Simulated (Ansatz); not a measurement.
# AlN (P6_3mc) in Ansatz: notebook

The runs below take AlN through phonons, single point, equation of state, with LDA, PBEsol.

Everything below comes from runs of Ansatz 0.2.0. Logs are shortened: lines on timing, memory, paths and dates and some standing lists are left out, and cuts for length are marked.

**Measured values to compare with.**

From “Structural and optical properties of self-assembled AlN nanowires grown on SiO2/Si substrates by molecular beam epitaxy”, 2024, arxiv:2402.00216, for a bulk crystal of AlN at 0 K: band gap 6.0343 eV (an exciton energy, a little under the gap).

The runs below are set against these values where they give the same quantity.

### 1 The crystal as given

The structure is hexagonal, space group P6_3mc (No. 186). The conventional cell has a = 3.113 Å, b = 3.113 Å, c = 4.981 Å, α = 90.00°, β = 90.00°, γ = 120.00°. Around Al (site symmetry 3m) lie 4 N at 1.89 Å. N (site symmetry 3m) is surrounded by 4 Al at 1.89 Å.

### 2 Phonons, LDA

input.yaml reads:

```yaml
crystal:
  lattice:
    - [3.113, 0.0, 0.0]
    - [-1.5565, 2.695937082, 0.0]
    - [0.0, 0.0, 4.981]
  atoms:
    - { symbol: Al, position: [0.6666666667, 0.3333333333, 0.5] }
    - { symbol: Al, position: [0.3333333333, 0.6666666667, 0.0] }
    - { symbol: "N", position: [0.6666666667, 0.3333333333, 0.88] }
    - { symbol: "N", position: [0.3333333333, 0.6666666667, 0.38] }
hamiltonian:
  xc: lda
  pseudopotentials: { kind: paw }
kpoints:
  mp_grid: { grid: [8, 8, 5] }
scf:
  occupations: { method: fixed }
phonons:
  method: dfpt
  dielectric: true
  rigid_motions: translations
```

Potentials or basis: Ansatz PAW.

Started as:

```
$ ansatz run input.yaml --threads 2 --pin off --max-ram 5120MiB --backend cpu --events-out ev --progress --plain --runs-dir out
```

What it wrote:

```text
Warning: RAYON_NUM_THREADS=2 ignored (pool sized by the plan → 2); use --threads N
Engine: ansatz 0.2.0, aarch64-unknown-linux-gnu
Pseudopotentials: kind: paw
Pseudopotential: Al, paw, valence charge 3, recommended cutoff 420 eV (normal), Al.paw.azcp
Pseudopotential: N, paw, valence charge 5, recommended cutoff 420 eV (normal), N.paw.azcp
Functional definition: SPW92
  exchange = slater_x
  correlation = pw_c
Crystal: 4 atoms, lattice volume = 41.803 Å³
Basis set: ecut = 420 eV, 809 PW (Γ), exchange–correlation on 48×48×72 points (8 copies of the dense FFT grid, shifted against one another)
Bands: 12, of which v1, the nominal top of the filled ones, is band 8 counted from 1 (7 counted from 0)
Symmetry: 12 space group operations
k-points: 93 of 320 (irreducible under 2 space group operations, time reversal used)
Non-local potential: Al, projectors of the file, l = 0: 2, l = 1: 2, l = 2: 1
Non-local potential: N, projectors of the file, l = 0: 2, l = 1: 2, l = 2: 1
PAW form: soft (Blöchl's): semilocal exchange-correlation on the pseudo side does not see the compensation charge
PAW frozen core: Al, regenerated for the run's functional, and the local potential with it (the file was generated under x = pbe(κ = 0.804, μ = 0.2195149727645171), c = pbe(β = 0.06672455060314922))
PAW frozen core: N, regenerated for the run's functional, and the local potential with it (the file was generated under x = pbe(κ = 0.804, μ = 0.2195149727645171), c = pbe(β = 0.06672455060314922))
PAW one-centre angular grid: Al, 110 points (default); XC on 64 Gauss nodes
PAW one-centre angular grid: N, 110 points (default); XC on 64 Gauss nodes
Initial density: superposition of atomic densities (neutral atoms: chi_scale 0, normalization atom), corrected by the library's trained network
Initial wavefunctions: pseudopotential atomic-orbital guess
Functional: x = slater, c = lda
SCF iter   1: F=—  HF=-1779.711332 eV  |F-HF|=—  |Δ(HF+E_count)|=         —  Δρ=9.31e-3  dr2=4.17e-2  ethr=1.77e-3  ⟨swp⟩=4.9  Hψ=6213  notcnv=0  defer=168
preconditioner: auto → none  [insulator: Δε(μ)=4.162 eV  Ē_g=12.894 eV  n_scr=2 (ndim 8)  ℏωp=23.0 eV  f_vac=0.000  ε∞_Penn≈4.2]
SCF iter   2: F=—  HF=-1779.700624 eV  |F-HF|=—  |Δ(HF+E_count)|=   1.07e-2  Δρ=5.08e-3  dr2=6.20e-3  ethr=2.61e-4  ⟨swp⟩=2.6  Hψ=2640  notcnv=0  defer=186
SCF iter   3: F=—  HF=-1779.698621 eV  |F-HF|=—  |Δ(HF+E_count)|=   2.00e-3  Δρ=1.48e-3  dr2=3.90e-4  ethr=3.87e-5  ⟨swp⟩=2.0  Hψ=1869  notcnv=0  defer=186
SCF iter   4: F=—  HF=-1779.698435 eV  |F-HF|=—  |Δ(HF+E_count)|=   1.85e-4  Δρ=1.19e-4  dr2=2.32e-6  ethr=2.43e-6  ⟨swp⟩=2.5  Hψ=1918  notcnv=0  defer=186
SCF iter   5: F=—  HF=-1779.698434 eV  |F-HF|=—  |Δ(HF+E_count)|=   9.75e-7  Δρ=6.85e-6  dr2=7.45e-9  ethr=1.45e-8  ⟨swp⟩=2.1  Hψ=1863  notcnv=0  defer=8
SCF iter   6: F=—  HF=-1779.698435 eV  |F-HF|=—  |Δ(HF+E_count)|=   5.76e-7  Δρ=7.30e-7  dr2=1.09e-10  ethr=4.65e-11  ⟨swp⟩=2.0  Hψ=1790  notcnv=0  defer=2
SCF iter   7: F=-1779.698435 eV  HF=-1779.698435 eV  |F-HF|=3.64e-12  |Δ(HF+E_count)|=  1.09e-11  Δρ=1.30e-7  dr2=4.98e-12  ethr=1.00e-12  ⟨swp⟩=6.0  Hψ=5941  notcnv=0
SCF 1 converged in 7 iterations: F = -1779.698435 eV  dr2 = 4.98e-12
NSCF: frozen V_eff on 5 k-points
DFPT response loops at Γ: preconditioner auto → none (the input reference at scf.mixing.eps_inf says where Resta's filter doesn't serve); β = 0.50; Broyden in place of MSR1
── the response to a field inside a basis, on 8×8×6 k-points: an SCF that follows is theirs, and a resumed run solves both again ──
Bands: 9, of which v1, the nominal top of the filled ones, is band 8 counted from 1 (7 counted from 0)
k-points: 60 of 384 (irreducible under 4 space group operations, time reversal used)
Initial density: handed on by an earlier stage of this run
Initial wavefunctions: pseudopotential atomic-orbital guess (no wavefunctions were taken with the density)
Eigensolver: Dense (60 Hₖ)
SCF iter   1: F=—  HF=-1779.704160 eV  |F-HF|=—  |Δ(HF+E_count)|=         —  Δρ=5.67e-4  dr2=1.98e-5  ethr=1.00e-1
preconditioner: auto → none  [insulator: Δε(μ)=4.706 eV  Ē_g=11.053 eV  n_scr=2 (ndim 8)  ℏωp=23.0 eV  f_vac=0.000  ε∞_Penn≈5.3]
SCF iter   2: F=—  HF=-1779.704160 eV  |F-HF|=—  |Δ(HF+E_count)|=   6.09e-8  Δρ=2.67e-4  dr2=5.62e-6  ethr=1.24e-7
SCF iter   3: F=—  HF=-1779.704161 eV  |F-HF|=—  |Δ(HF+E_count)|=   1.15e-6  Δρ=1.02e-4  dr2=1.71e-6  ethr=3.51e-8
SCF iter   4: F=-1779.704161 eV  HF=-1779.704161 eV  |F-HF|=7.60e-10  |Δ(HF+E_count)|=   3.49e-7  Δρ=8.08e-6  dr2=7.48e-9  ethr=1.07e-8
SCF 1 converged in 4 iterations: F = -1779.704161 eV  dr2 = 7.48e-9
DFPT response loops at Γ: mixed as the last ones told, above
SCF converged after 7 iterations
Free energy (F): -1779.698435 eV
Harris-Foulkes:  -1779.698435 eV  (|F-HF|=3.64e-12)
Internal energy: -1779.698435 eV  (E = F + TS)
E sigma→0 (E₀):  -1779.698435 eV
Fermi energy:    6.822121 eV
--- Per-component energies (eV) ---
  E_band       = 26.248916
  E_kinetic    = 317.471290
  E_local      = -449.500052  (includes V_loc(G=0)·N_el)
  E_nonlocal   = 114.802815
  E_hartree    = 153.838596
  E_xc         = -201.053049
  E_vxc        = -215.006234  (∫ρ·V_xc dr)
  E_paw        = -1123.866466  (= ΣΔE_a)
  E_vpaw       = -49.196286  (= ΣTr[D̂ρ^β])
  E_aug_tail   = 0.000181  (compensation charges beyond the density's cutoff)
  E_ewald      = -591.663270
  E_core_change = 0.271521  (= ΣΔE_core)
  E_smearing   = -0.000000  (= −TS)
  E_closure    = -0.000000  (closes the sum)
  Σ components = -1779.698435   (vs F -1779.698435, Δ=0.00e0)
--- Band table (eV; the first three rows and the last of 93) ---
  k-point 0: bands = ["-8.1704", "-5.9549", "0.8094", "5.9893", "5.9893", "6.6438", "6.6438", "6.8221", "11.0611", "13.3785", "17.2992", "17.7988"]
  k-point 1: bands = ["-8.0148", "-6.2599", "1.3479", "6.0048", "6.0485", "6.0485", "6.5776", "6.5776", "11.7128", "13.4760", "17.0608", "17.7648"]
  k-point 2: bands = ["-7.5706", "-6.9202", "2.6850", "4.3740", "6.2066", "6.2066", "6.4086", "6.4086", "12.8184", "13.4819", "16.8215", "17.4213"]
  k-point 92: bands = ["-5.9324", "-5.6477", "1.8498", "1.9793", "3.6597", "4.1232", "5.4539", "6.0675", "13.2324", "13.5550", "15.5435", "15.9412"]
--- Phonons (Γ-DFPT): 4 representative perturbations + reference, on 93 of 320 k-points (Σ response iterations 12) ---
  k mesh reduced under 2 symmetry operations, with k and −k counted as one. Each operation leaves every solved perturbation unchanged. A smaller set is not considered because the run solves the response to a homogeneous field
  ASR residual: 6.818e-5 → 0.000e0 eV/Å²; symmetrization residual: 4.712e-6 eV/Å²
  ASR residual per site (eV/Å²): 2.28e-5 2.28e-5 6.82e-5 6.82e-5
  Γ frequencies (cm⁻¹): 0.00 0.00 0.00 238.19 238.19 548.40 616.31 634.70 634.70 648.04 648.04 719.74
  ε∞ (high-frequency dielectric tensor):
        4.446912    -0.000000     0.000000
       -0.000000     4.446912     0.000000
        0.000000     0.000000     4.642715
  ε⁰ (static dielectric tensor: ions relaxed, cell fixed):
        8.340530    -0.000000    -0.000000
       -0.000000     8.340530     0.000000
       -0.000000     0.000000     9.480193
  ε⁰ − ε∞ (ionic part):
        3.893618    -0.000000    -0.000000
       -0.000000     3.893618     0.000000
       -0.000000     0.000000     4.837478
  softest optical mode at Γ: 238.19 cm⁻¹; the repairs (sum rule, projections) moved no ω² at Γ by more than (1.56 cm⁻¹)²
  Born effective charges Z* (e; rows j = field, columns β = displacement):
    site 0:
         2.53062   -0.00000    0.00000
        -0.00000    2.53062   -0.00000
         0.00000   -0.00000    2.68261
    site 1:
         2.53062   -0.00000    0.00000
        -0.00000    2.53062    0.00000
         0.00000    0.00000    2.68261
    site 2:
        -2.53062    0.00000   -0.00000
         0.00000   -2.53062    0.00000
        -0.00000   -0.00000   -2.68261
    site 3:
        -2.53062    0.00000   -0.00000
         0.00000   -2.53062   -0.00000
        -0.00000    0.00000   -2.68261
  Z* charge neutrality: 1.486e-3 e pre-enforcement
  solved inside a basis spanned on kpoints, on 8×8×6 k-points, its susceptibility summed on 12×12×6: ε∞ is read to err by 1.6e-2, Z* by 1.2e-2 e (field_mesh: kpoints solves on kpoints); Z* is corrected for what the basis lacks
  optical modes at Γ without the LO–TO term, one row a degenerate level:
      ω (cm⁻¹)  modes    IR ((D/Å)²/amu)
        238.19      2             0.0000
        548.40      1             0.0000
        616.31      1            36.0129
        634.70      2             0.0000
        648.04      2            64.0954
        719.74      1             0.0000
  optical modes at Γ + LO–TO along q̂ = [1.0000, 0.0000, 0.0000]:
      ω (cm⁻¹)  modes    IR ((D/Å)²/amu)
        238.19      2             0.0000
        548.40      1             0.0000
        616.31      1            36.0129
        634.70      2             0.0000
        648.04      1            32.0477
        719.74      1             0.0000
        887.50      1            32.0477
  optical modes at Γ + LO–TO along q̂ = [0.0000, 1.0000, 0.0000]:
      ω (cm⁻¹)  modes    IR ((D/Å)²/amu)
        238.19      2             0.0000
        548.40      1             0.0000
        616.31      1            36.0129
        634.70      2             0.0000
        648.04      1            32.0477
        719.74      1             0.0000
        887.50      1            32.0477
  optical modes at Γ + LO–TO along q̂ = [0.0000, 0.0000, 1.0000]:
      ω (cm⁻¹)  modes    IR ((D/Å)²/amu)
        238.19      2             0.0000
        548.40      1             0.0000
        634.70      2             0.0000
        648.04      2            64.0954
        719.74      1             0.0000
        880.68      1            36.0129
```

Run time: 22 s. Hardware: 2 threads of Arm Neoverse V2, shared host; peak memory 0.47 GiB.

What came out:

* Free energy: -1779.6984 eV
* Band gap on the k mesh: 4.24 eV, direct
* Electronic dielectric tensor (diagonal): 4.45, 4.45, 4.64
* Born charges (mean of the diagonal): Al +2.58; N -2.58 e
* Highest phonon frequency at Γ, LO-TO splitting left out: 720 cm⁻¹
* Static dielectric tensor (diagonal): 8.34, 8.34, 9.48

Phonon frequencies in cm⁻¹ (negative: imaginary):
| q point | frequencies |
| --- | --- |
| (0.000, 0.000, 0.000) | 0 0 0 238 238 548 616 635 635 648 648 720 |

Electronic dielectric tensor:
```
4.45 0.00 0.00
0.00 4.45 0.00
0.00 0.00 4.64
```

Born effective charge tensors (e):
atom 1, Al
```
2.53 0.00 0.00
0.00 2.53 0.00
0.00 0.00 2.68
```
atom 2, Al
```
2.53 0.00 0.00
0.00 2.53 0.00
0.00 0.00 2.68
```
atom 3, N
```
-2.53  0.00  0.00
 0.00 -2.53  0.00
 0.00  0.00 -2.68
```
atom 4, N
```
-2.53  0.00  0.00
 0.00 -2.53  0.00
 0.00  0.00 -2.68
```

Static dielectric tensor, electrons and zone-centre modes:
```
8.34 0.00 0.00
0.00 8.34 0.00
0.00 0.00 9.48
```

Caveat: odd divisions of the mesh miss points on the zone boundary, where band edges often lie, so the gap on the mesh can be too wide; the PAW data sets come from PBE, with cores solved anew for the run's functional, which leaves a small shift of forces and pressure.

(Continued in part 2 of 2.)
